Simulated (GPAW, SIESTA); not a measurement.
Given: the input of a run of SIESTA 5.4.2 on InGaAs2. Atoms were shifted at random by some hundredths of an Å from the given cell, which wasn't relaxed again for these runs. The cell comes from a database or a generator and needn't be the stable form of this composition.

File InGaAs2.fdf:

```
SystemName                      InGaAs2
SystemLabel                     InGaAs2
NumberOfSpecies                 3
NumberOfAtoms                   4
%block ChemicalSpeciesLabel
  1  49 In
  2  33 As
  3  31 Ga
%endblock ChemicalSpeciesLabel

LatticeConstant                 1.0 Ang
%block LatticeVectors
     4.2250012014     0.0000000000     0.0000000000
     0.0000000000     4.2250012014     0.0000000000
     0.0000000000     0.0000000000     5.9621480000
%endblock LatticeVectors
AtomicCoordinatesFormat         Fractional
%block AtomicCoordinatesAndAtomicSpecies
     0.0012600000     0.0085920000     0.4988470000  1  In
     0.0111330000     0.5085470000     0.2272630000  2  As
     0.5047000000    -0.0019120000     0.7639480000  2  As
     0.5028540000     0.4851790000    -0.0075770000  3  Ga
%endblock AtomicCoordinatesAndAtomicSpecies

%block kgrid.MonkhorstPack
    6   0   0  0.0
    0   6   0  0.0
    0   0   5  0.0
%endblock kgrid.MonkhorstPack
XC.Functional                   GGA
XC.Authors                      PBEsol
PAO.BasisSize                   DZP
PAO.EnergyShift                 0.003 Ry
Mesh.Cutoff                     800 Ry
OccupationFunction              FD
ElectronicTemperature           0.05 eV
MaxSCFIterations                120
SCF.MustConverge                false
SCF.Mixer.Method                Pulay
SCF.Mixer.Weight                0.25
SCF.Mixer.History               8
SCF.DM.Tolerance                5.0e-05
SCF.H.Tolerance                 1.0e-03 eV
WriteForces                     true
Charge.Mulliken                 end
%block PAO.Basis
  In 4
  n=5 0 2
    6.955 0.000
  n=5 1 2
    9.500 0.000
  n=4 2 2
    4.114 0.000
  n=5 2 1
    9.500
  As 4
  n=4 0 2
    5.501 0.000
  n=4 1 2
    7.312 0.000
  n=3 2 2
    2.890 0.000
  n=4 2 1
    7.312
  Ga 4
  n=4 0 2
    6.562 0.000
  n=4 1 2
    9.354 0.000
  n=3 2 2
    3.582 0.000
  n=4 2 1
    9.354
%endblock PAO.Basis
```

Potentials or basis: PseudoDojo 0.4 standard (PBEsol files), converted to PSML, two zetas on semicore shells, DZP (energy shift 0.003 Ry; two zetas on semicore shells).

Run with:

```console
$ siesta InGaAs2.fdf > InGaAs2.out 2>&1
```

Set up the same calculation for GPAW 26.7.0 (ASE script). Potentials or basis there: PAW data sets generated for this functional, cutoff 600 eV.

As run (cutoffs and basis follow the program's own potentials, and thresholds, step limits or extra output files can differ):

Contents of run.py:

```python
from ase import Atoms
from ase.dft.bandgap import bandgap
from ase.io import write
from ase.units import GPa
from gpaw import GPAW, PW, setup_paths

setup_paths.insert(0, '.')

atoms = Atoms(['In', 'As', 'As', 'Ga'],
              cell=[[4.2250012014, 0.0, 0.0],
                    [0.0, 4.2250012014, 0.0],
                    [0.0, 0.0, 5.962148]],
              scaled_positions=[[0.00126, 0.008592, 0.498847],
                                [0.011133, 0.508547, 0.227263],
                                [0.5047, -0.001912, 0.763948],
                                [0.502854, 0.485179, -0.007577]],
              pbc=True)

calc = GPAW(mode=PW(600),
            xc='PBEsol',
            kpts={'size': (6, 6, 5), 'gamma': True},
            occupations={'name': 'fermi-dirac', 'width': 0.05},
            nbands=25,
            convergence={'density': 1e-05, 'energy': 1e-05},
            maxiter=150,
            txt='gpaw.txt')
atoms.calc = calc
energy = atoms.get_potential_energy()
forces = atoms.get_forces()
stress = atoms.get_stress()
calc.write('gs.gpw')
write('result.traj', atoms)
print(f'Energy: {energy:.6f} eV')
print('Forces (eV/A):')
print(forces.round(4))
print('Stress (GPa):', (stress / GPa).round(3))
print('Fermi level:', round(calc.get_fermi_level(), 4), 'eV')
print(f'Gap: {bandgap(calc)[0]:.4f} eV, direct: {bandgap(calc, direct=True)[0]:.4f} eV')
```

Potentials or basis: PAW data sets generated in the run's folder for this functional, pw.

The run is started by

```console
$ gpaw-setup -f PBEsol As Ga In
$ OMP_NUM_THREADS=1 python run.py
```

Both were run:

|  | SIESTA | GPAW |
| --- | --- | --- |
| Pressure | -2.5 GPa | -2.4 GPa |
| Largest force | 0.508 eV/Å | 0.515 eV/Å |
| Energy over the undisturbed cell | 5.4 meV/atom | 5.4 meV/atom |

The potentials hold 56 and 26 valence electrons a cell.

Pressure is positive in compression.
